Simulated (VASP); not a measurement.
# N2 in VASP: a series of runs, part 2 of 2

VASP 6.6.1.

### 5 Single point, HSE06+D3(BJ)

Input file POSCAR:

```
N                                       
1.0
   11.4414717937      0.0000000000      0.0000000000
    0.0000000000     11.9414717937      0.0000000000
    0.0000000000      0.0000000000     12.4414717937
  N             
     2
Selective dynamics
Direct
     0.5214622657000021    0.5159199176000016    0.4621639702999971   F   F   F
     0.4777975864411552    0.4920518644329004    0.5391389000487088   T   T   T
```

Input file INCAR.step1:

```
SYSTEM = N
PREC = Accurate
ENCUT = 400
EDIFF = 1E-5
ISMEAR = 0
SIGMA = 0.01
LREAL = .FALSE.
LASPH = .TRUE.
NELM = 100
ALGO = Normal
ISIF = 2
LWAVE = .TRUE.
NBANDS = 12
ISYM = 0
TIME = 0.4
GGA = PE
```

Input file INCAR.step2:

```
SYSTEM = N
PREC = Accurate
ENCUT = 400
EDIFF = 1E-6
ISMEAR = 0
SIGMA = 0.01
LREAL = .FALSE.
LASPH = .TRUE.
NELM = 100
ALGO = Damped
ISIF = 2
LWAVE = .FALSE.
LCHARG = .FALSE.
GGA = PE
LHFCALC = .TRUE.
HFSCREEN = 0.2
PRECFOCK = Fast
IVDW = 12
VDW_S6 = 1.0
VDW_S8 = 2.31
VDW_A1 = 0.383
VDW_A2 = 5.685
NBANDS = 12
ISYM = 0
TIME = 0.4
ISTART = 1
```

Input file KPOINTS:

```
regular mesh
0
G
  1 1 1
  0 0 0
```

Potentials or basis: VASP PAW PBE potentials, release 64 (N).

Launch:

```bash
$ cat potpaw_PBE.64/N/POTCAR > POTCAR
$ cp INCAR.step1 INCAR
$ mpirun -np 4 vasp_gam > vasp.out
$ cp INCAR.step2 INCAR
$ mpirun -np 4 vasp_gam > vasp.out
```

OUTCAR:

```text
SYSTEM = N
   PREC = Accurate
   ENCUT = 400
   EDIFF = 1E-6
   ISMEAR = 0
   LREAL = .FALSE.
   LASPH = .TRUE.
   NELM = 100
   ISIF = 2
   GGA = PE
   LHFCALC = .TRUE.
   HFSCREEN = 0.2
   PRECFOCK = Fast
   IVDW = 12
   ISYM = 0
   ISTART = 1
 IVDW          = 12

 ion  position               nearest neighbor table
   1  0.521  0.516  0.462-   2 1.12
   2  0.478  0.492  0.539-   1 1.12

IMPORTANT INFORMATION: All symmetrisations will be switched off!
[... 151 lines left out ...]
     12       0.9458      0.00000

------------------------ aborting loop because EDIFF is reached ----------------------------------------

 Edisp (eV)   -0.00663

 E8    (eV) :    -0.0031

  FORCE on cell =-STRESS in cart. coord.  units (eV):
  Direction    XX          YY          ZZ          XY          YZ          ZX
  --------------------------------------------------------------------------------------
  -------------------------------------------------------------------------------------
  Total      -1.48777    -1.22716    -2.62883    -0.23704     0.45775     0.79807
  in kB      -1.40228    -1.15664    -2.47777    -0.22342     0.43145     0.75221
  external pressure =       -1.68 kB  Pullay stress =        0.00 kB

 VOLUME and BASIS-vectors are now :
 -----------------------------------------------------------------------------
  energy-cutoff  :      400.00
  volume of cell :     1699.85
      direct lattice vectors                 reciprocal lattice vectors
    11.441471794  0.000000000  0.000000000     0.087401343  0.000000000  0.000000000
     0.000000000 11.941471794  0.000000000     0.000000000  0.083741771  0.000000000
     0.000000000  0.000000000 12.441471794     0.000000000  0.000000000  0.080376343

 POSITION                                       TOTAL-FORCE (eV/Angst)
 -----------------------------------------------------------------------------------
      5.96630      6.16084      5.75000        -0.720459     -0.424551      1.414293
      5.46671      5.87582      6.70768         0.720459      0.424551     -1.414293
 -----------------------------------------------------------------------------------
    total drift:                                0.001026      0.034543      0.007298

  FREE ENERGIE OF THE ION-ELECTRON SYSTEM (eV)
  ---------------------------------------------------
  free  energy   TOTEN  =       -20.4373821250 eV

  energy  without entropy=      -20.4373821250  energy(sigma->0) =      -20.43738212
```

It took 66 s on 4 MPI ranks of Intel Xeon Platinum 8488C (Sapphire Rapids), shared host; peak memory 0.47 GiB.

Results:

```yaml
Free_energy: -20.4374 eV
Largest_force: 1.643 eV/Å
Gap_between_the_frontier_levels: 10.47 eV
Dispersion_energy_per_atom: -0.003 eV
```

Forces on the atoms (eV/Å):
```
N   -0.720 -0.425  1.414
N    0.720  0.425 -1.414
```

Caveat: the cutoff is under 1.25 times the usual one of these potentials, so pressure, stress and relaxed cells hold a basis-set (Pulay) error; the standard files for N, O and F lose accuracy on very short bonds; the PAW data sets were made with another functional, which shifts forces and pressure a little.

### 6 Vibrations by finite differences, PBE+D3(BJ)

Input file INCAR:

```
SYSTEM = N
PREC = Accurate
ENCUT = 400
EDIFF = 1E-7
ISMEAR = 0
SIGMA = 0.01
LREAL = .FALSE.
LASPH = .TRUE.
NELM = 100
ALGO = Normal
ISIF = 2
LWAVE = .FALSE.
LCHARG = .FALSE.
GGA = PE
IVDW = 12
NBANDS = 12
IBRION = 5
NFREE = 2
POTIM = 0.015
NSW = 1
ISYM = 0
```

KPOINTS is that of step 5.

Input file POSCAR:

```
N                                       
1.0
   11.4414717937      0.0000000000      0.0000000000
    0.0000000000     11.9414717937      0.0000000000
    0.0000000000      0.0000000000     12.4414717937
  N             
     2
Selective dynamics
Direct
0.5214622657000021  0.5159199176000016  0.4621639702999971  T T T
0.4777975864411552  0.4920518644329004  0.5391389000487088  T T T
```

Potentials or basis: VASP PAW PBE potentials, release 64 (N).

Launch:

```bash
$ cat potpaw_PBE.64/N/POTCAR > POTCAR
$ mpirun -np 4 vasp_gam > vasp.out
```

It took 4.1 min on 4 MPI ranks of Intel Xeon Platinum 8488C (Sapphire Rapids), shared host; peak memory 0.36 GiB.

It converged, with:

```yaml
Highest_phonon_frequency_at_Γ: 2424 cm⁻¹
Most_unstable_mode: 35i cm⁻¹
Dispersion_energy_per_atom: -0.006 eV
```

Phonon frequencies in cm⁻¹ (negative: imaginary):
```tsv
q point	frequencies
(0.000, 0.000, 0.000)	-35 -12 0 1 4 2424
```

Caveat: the cutoff is under 1.25 times the usual one of these potentials, so pressure, stress and relaxed cells hold a basis-set (Pulay) error; some modes are imaginary; the standard files for N, O and F lose accuracy on very short bonds.

### 7 Single point, r2SCAN+rVV10

Input file INCAR:

```
SYSTEM = N
PREC = Accurate
ENCUT = 400
EDIFF = 1E-6
ISMEAR = 0
SIGMA = 0.01
LREAL = .FALSE.
LASPH = .TRUE.
NELM = 100
ALGO = Normal
ISIF = 2
LWAVE = .FALSE.
LCHARG = .FALSE.
METAGGA = R2SCAN
LMIXTAU = .TRUE.
LUSE_VDW = .TRUE.
IVDW_NL = 2
BPARAM = 11.95
CPARAM = 0.0093
NBANDS = 12
ISYM = 0
```

KPOINTS is that of step 6.

POSCAR, as its differences from that of step 6:

```diff
@@ -9,3 +9,3 @@
 Direct
-0.5214622657000021  0.5159199176000016  0.4621639702999971  T T T
-0.4777975864411552  0.4920518644329004  0.5391389000487088  T T T
+     0.5214622657000021    0.5159199176000016    0.4621639702999971   F   F   F
+     0.4777975864411552    0.4920518644329004    0.5391389000487088   T   T   T
```

Launch:

```bash
$ cat potpaw_PBE.64/N/POTCAR > POTCAR
$ mpirun -np 4 vasp_gam > vasp.out
```

Run time: 16 min. Hardware: 4 MPI ranks of Intel Xeon Platinum 8488C (Sapphire Rapids), shared host; peak memory 0.85 GiB.

Results (log left out):

| Item | Value |
| --- | --- |
| Free energy | -17.7093 eV |
| Largest force | 0.911 eV/Å |
| Gap between the frontier levels | 8.77 eV |

Forces in eV/Å, atoms in the order of the input:
```
N   -0.405 -0.236  0.781
N    0.405  0.236 -0.781
```

Levels at points of the mesh, in eV from the valence-band top:
| k point | band 2 | band 3 | band 4 | band 5 | band 6 | band 7 | band 8 | band 9 |
| --- | --- | --- | --- | --- | --- | --- | --- | --- |
| (0.00, 0.00, 0.00) | -3.72 | -1.21 | -1.21 | 0.00 | 8.77 | 8.77 | 10.64 | 11.59 |

Caveat: the cutoff is under 1.25 times the usual one of these potentials, so pressure, stress and relaxed cells hold a basis-set (Pulay) error; the standard files for N, O and F lose accuracy on very short bonds; the PAW data sets were made with another functional, which shifts forces and pressure a little. r2SCAN opens gaps a little over a GGA but as a rule still falls short of measured ones.

### 8 The runs side by side

| task | level | cutoff (eV) | grid for exact exchange (PRECFOCK) | screening parameter | gap on the mesh (eV) | largest force (eV/Å) |
| --- | --- | --- | --- | --- | --- | --- |
| single point | PBE+D4 | 400 | - | - | 8.02 | 0.01 |
| single point | PBE+D3(BJ) | 520 | - | - | 8.02 | 0.59 |
| single point | HSE06+D3(BJ) | 400 | Fast | 0.2 1/A | 10.47 | 1.64 |
| vibrations by finite differences | PBE+D3(BJ) | 400 | - | - | - | - |
| single point | r2SCAN+rVV10 | 400 | - | - | 8.77 | 0.91 |

Alike in all rows: potentials or basis VASP PAW PBE potentials, release 64 (N); no spin polarisation; cell as given; k mesh 1 × 1 × 1; smearing gaussian 0.01 eV.

On the cell as given the gap runs from 8.02 eV (PBE+D4) to 10.47 eV (HSE06+D3(BJ)).

Caveats: the standard files for N, O and F lose accuracy on very short bonds; the cutoff is under 1.25 times the usual one of these potentials, so pressure, stress and relaxed cells hold a basis-set (Pulay) error (some runs); the PAW data sets were made with another functional, which shifts forces and pressure a little (some runs); some modes are imaginary (some runs).

Total energies depend on the potentials used, so only differences within one code and one set of settings carry meaning.
